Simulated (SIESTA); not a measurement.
TiO2 (Anatase):

```
CELL_PARAMETERS angstrom
-1.89210 1.89210 4.75730
1.89210 -1.89210 4.75730
1.89210 1.89210 -4.75730
ATOMIC_POSITIONS crystal
Ti 0.75000 0.25000 0.50000
Ti 0.00000 0.00000 0.00000
O 0.79190 0.79190 0.00000
O 0.54190 0.04190 0.50000
O 0.95810 0.45810 0.50000
O 0.20810 0.20810 0.00000
```

Base run:

| Property | Result |
| --- | --- |
| Program | SIESTA 5.4.2 |
| Functional | OLYP |
| Potentials or basis | PseudoDojo 0.4 standard (PBE files) |
| Basis | DZP (energy shift 0.002 Ry) |
| Grid cutoff | 800 Ry |
| Energy shift | 0.002 Ry |
| k mesh | 7 × 7 × 7 |
| Occupations | fermi-dirac, width 0.05 eV |
| Spin | no spin polarisation |

Its results: band gap on the k mesh 1.97 eV, indirect (least direct gap 2.29 eV); pressure 8.4 GPa; largest force 0.080 eV/Å.

Question: The run is repeated on the same cell with these changes: functional from OLYP to PBE; basis from DZP (energy shift 0.002 Ry) to SZP (energy shift 0.002 Ry). What comes out?

Answer: Band gap on the k mesh 1.78 eV, indirect (least direct gap 2.11 eV); pressure 9.1 GPa; largest force 0.196 eV/Å.

Several settings changed at once, so the effect can't be laid on one alone.

Caveats: the basis of atomic orbitals isn't converged, which shifts pressures, moduli and gaps; semicore shells carry a single zeta, which can move pressures by several GPa and volumes by a few percent (some runs); the potentials were made for another functional, which shifts forces and pressure (some runs).

Not every run made on this cell is shown here.
